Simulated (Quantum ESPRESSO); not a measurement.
Cu in Quantum ESPRESSO: the effect of target pressure

The system is Cu.

```xyz
1
Lattice="0.0000 1.8075 1.8075 1.8075 0.0000 1.8075 1.8075 1.8075 0.0000" Properties=species:S:1:pos:R:3 pbc="T T T"
Cu    0.0000    0.0000    0.0000
```

Alike in all runs:

| Property | Result |
| --- | --- |
| Program | Quantum ESPRESSO 7.5 |
| Task | relaxation of cell and atoms |
| Functional | PBE |
| Potentials or basis | SSSP 1.3 efficiency PBE |
| Cutoff | 857 eV |
| Density cutoff | 6884 eV |
| k mesh | 13 × 13 × 13 |
| Occupations | fermi-dirac, width 0.05 eV |
| Spin | no spin polarisation |

Each run relaxes the cell or the atoms first.

```csv
target pressure,relaxed volume (Å³/atom)
0 GPa,?
2 GPa,11.79
5 GPa,11.57
10 GPa,11.25
20 GPa,10.73
30 GPa,10.32
```

Question: What does the run with target pressure 0 GPa give?

Answer: Relaxed volume 11.95 Å³/atom.

Worked out: In Murnaghan's law V^(-B') rises as a straight line in P. The other rows fit best with B' = 4.5, V0 = 11.95 Å³/atom and B0 = 145 GPa, which gives 11.95 Å³/atom at 0 GPa, against the run's 11.95.
